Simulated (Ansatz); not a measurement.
**AlN: a single-point run**

The task is a single-point run on AlN. The structure is shown as the input types it. The cell is built on a prototype (rocksalt) and needn't be the phase found in nature.

Method: density functional or hybrid calculation with the settings of its input, plane waves, in Ansatz 0.2.0.

1 further run of the same task is left out (it didn't finish).

### 1 Starting point

The structure is cubic, space group Fm-3m (No. 225). Conventional cell: a = 4.038 Å, b = 4.038 Å, c = 4.038 Å, α = 90.00°, β = 90.00°, γ = 90.00°. Al (site symmetry m-3m) has 6 N at 2.02 Å as nearest neighbours. N (site symmetry m-3m) is surrounded by 6 Al at 2.02 Å.

The input asks for a charge of -1 e on the cell.

Structure file:

```
CELL_PARAMETERS angstrom
0.00000 2.01887 2.01887
2.01887 0.00000 2.01887
2.01887 2.01887 0.00000
ATOMIC_POSITIONS crystal
Al 0.00000 0.00000 0.00000
N 0.50000 0.50000 0.50000
```

### 2 Running it

input.yaml

```yaml
crystal:
  lattice:
    - [0.0, 2.0188684454, 2.0188684454]
    - [2.0188684454, 0.0, 2.0188684454]
    - [2.0188684454, 2.0188684454, 0.0]
  atoms:
    - { symbol: Al, position: [0.0, 0.0, 0.0] }
    - { symbol: "N", position: [0.5, 0.5, 0.5] }
kpoints:
  mp_grid: { grid: [8, 8, 8] }
hamiltonian:
  xc: pbesol
scf:
  occupations: { method: fixed }
  n_extra_bands: 4
  max_iter: 93
output:
  forces: true
  stress: true
  eigenvalues: true
total_charge: -1
```

Command:

```
> ansatz run input.yaml --threads 4 --pin off --max-ram 3686MiB --backend cpu --events-out ev --progress --plain --runs-dir out
```

**Question.** How will this run end, and is anything wrong with its input?

The run ended at the input check. It says: «inconsistent input (scf.occupations.method, magnetization): a σ = 0 step fill (method: fixed, or a smearing width below the step floor) cannot realise an odd electron count (9) without a locked total moment ...»

The typed charge leaves an electron count that fixed occupations can't fill in whole bands.

Remedy: remove the charge, or use smearing if the charged cell is meant.
